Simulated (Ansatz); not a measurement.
Perovskite alloy of BaZrO3 and BaHfO3 (0 of 8 Zr sites exchanged), 40 atoms

Ansatz, PAW, plane waves. PBEsol relaxation of volume and atoms (shape held) at the single k point (¼, ¼, ¼) without its symmetry partners; single points on the relaxed atoms at the Γ point alone, onto which points of the small cell's zone fold. Arrangement: random. No spin–orbit coupling unless named.

Relaxed structure:

```yaml
crystal:
  lattice:
    - [8.35451, 0.00000, 0.00000]
    - [0.00000, 8.35451, 0.00000]
    - [0.00000, 0.00000, 8.35451]
  atoms:
    - { symbol: Ba, position: [0.99945, 0.99922, 0.00115] }
    - { symbol: Ba, position: [0.99958, 0.99974, 0.50078] }
    - { symbol: Ba, position: [0.99957, 0.49973, 0.00080] }
    - { symbol: Ba, position: [0.99946, 0.49922, 0.50113] }
    - { symbol: Ba, position: [0.49956, 0.99974, 0.00079] }
    - { symbol: Ba, position: [0.49946, 0.99923, 0.50113] }
    - { symbol: Ba, position: [0.49946, 0.49922, 0.00114] }
    - { symbol: Ba, position: [0.49958, 0.49973, 0.50078] }
    - { symbol: Zr, position: [0.24952, 0.24948, 0.25096] }
    - { symbol: Zr, position: [0.24951, 0.24948, 0.75096] }
    - { symbol: Zr, position: [0.24951, 0.74948, 0.25097] }
    - { symbol: Zr, position: [0.24951, 0.74948, 0.75097] }
    - { symbol: Zr, position: [0.74952, 0.24948, 0.25096] }
    - { symbol: Zr, position: [0.74951, 0.24948, 0.75096] }
    - { symbol: Zr, position: [0.74951, 0.74948, 0.25096] }
    - { symbol: Zr, position: [0.74951, 0.74948, 0.75097] }
    - { symbol: O, position: [0.26201, 0.24645, 0.00097] }
    - { symbol: O, position: [0.23703, 0.25249, 0.50095] }
    - { symbol: O, position: [0.23699, 0.75249, 0.00095] }
    - { symbol: O, position: [0.26206, 0.74645, 0.50098] }
    - { symbol: O, position: [0.73704, 0.25251, 0.00095] }
    - { symbol: O, position: [0.76201, 0.24645, 0.50098] }
    - { symbol: O, position: [0.76207, 0.74645, 0.00098] }
    - { symbol: O, position: [0.73698, 0.75250, 0.50096] }
    - { symbol: O, position: [0.99953, 0.26791, 0.23905] }
    - { symbol: O, position: [0.99951, 0.23097, 0.76291] }
    - { symbol: O, position: [0.99951, 0.73106, 0.26297] }
    - { symbol: O, position: [0.99953, 0.76799, 0.73899] }
    - { symbol: O, position: [0.49951, 0.23105, 0.26290] }
    - { symbol: O, position: [0.49952, 0.26798, 0.73903] }
    - { symbol: O, position: [0.49952, 0.76790, 0.23897] }
    - { symbol: O, position: [0.49951, 0.73096, 0.76296] }
    - { symbol: O, position: [0.23078, 0.99946, 0.25386] }
    - { symbol: O, position: [0.26834, 0.99950, 0.74805] }
    - { symbol: O, position: [0.26826, 0.49950, 0.24806] }
    - { symbol: O, position: [0.23068, 0.49946, 0.75386] }
    - { symbol: O, position: [0.76826, 0.99950, 0.24805] }
    - { symbol: O, position: [0.73068, 0.99945, 0.75386] }
    - { symbol: O, position: [0.73078, 0.49945, 0.25388] }
    - { symbol: O, position: [0.76833, 0.49950, 0.74806] }
```

**Question.** What are the mean bond lengths by pair (pairs within 1.2 times the sum of covalent radii, less contacts 15 % beyond the pair's median; cation–cation pairs of compounds aside; long ionic contacts are cut short by that bound)?

**Answer.** Ba–O 2.956 ± 0.108 Å (standard deviation, 96 bonds); O–Zr 2.094 ± 0.002 Å (standard deviation, 48 bonds).

**Question.** What gap lies between the top filled and the lowest empty level in the single points?

**Answer.** HSE06 4.66 eV (72 s on 7 threads of Neoverse-V2).
